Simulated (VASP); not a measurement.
Write the native input for VASP 6.6.1 that does the following.

```
Task                   : density of states
Functional             : PBE
Potentials or basis    : VASP PAW PBE potentials, release 64 (Ba_sv, S)
Cutoff                 : 520 eV
k mesh                 : 8 × 8 × 8
Occupations            : gaussian, width 0.02 eV
Spin                   : no spin polarisation
Dipole correction      : no
k mesh for the DOS     : 12 × 12 × 12
Further INCAR settings : ALGO = Fast; EDIFF = 1e-07
```

The system is BaS.

```
Ba S
1.0
     0.00000    3.21439    3.21439
     3.21439    0.00000    3.21439
     3.21439    3.21439    0.00000
Ba S
1 1
Direct
  0.00000 0.00000 0.00000
  0.50000 0.50000 0.50000
```

One way to write it, as run:

POSCAR

```
BaS
1.0
    0.0000000000      3.2143926808      3.2143926808
    3.2143926808      0.0000000000      3.2143926808
    3.2143926808      3.2143926808      0.0000000000
Ba S
1 1
Direct
    0.0000000000      0.0000000000      0.0000000000
    0.5000000000      0.5000000000      0.5000000000
```

INCAR.step1

```
PREC = Accurate
ENCUT = 520
EDIFF = 1E-7
ISMEAR = 0
SIGMA = 0.02
LREAL = F
LASPH = T
NELM = 100
ALGO = Fast
ISIF = 2
LWAVE = F
LCHARG = T
GGA = PE
NBANDS = 15
```

KPOINTS.step1

```
Automatic mesh
0
Gamma
  8 8 8
```

INCAR.step2

```
PREC = Accurate
ENCUT = 520
EDIFF = 1E-7
ISMEAR = -5
SIGMA = 0.02
LREAL = F
LASPH = T
NELM = 100
ALGO = Fast
ISIF = 2
LWAVE = F
LCHARG = F
GGA = PE
LORBIT = 11
NEDOS = 1001
ICHARG = 11
```

KPOINTS.step2

```
Automatic mesh
0
Gamma
  12 12 12
```

Potentials or basis: VASP PAW PBE potentials, release 64 (Ba_sv, S).

The run is started by

```bash
$ cat potpaw_PBE.64/Ba_sv/POTCAR potpaw_PBE.64/S/POTCAR > POTCAR
$ cp INCAR.step1 INCAR
$ cp KPOINTS.step1 KPOINTS
$ mpirun -np 1 vasp_std > vasp.out
$ cp INCAR.step2 INCAR
$ cp KPOINTS.step2 KPOINTS
$ mpirun -np 1 vasp_std > vasp.out
```

Results of the run:

The valence electrons inside the program's atomic spheres are Ba 7.90; S 3.74.

Run time: 39 s on 1 thread of Intel(R) Xeon(R) 6975P-C (Granite Rapids), with other jobs on the host, peak memory 0.22 GiB.
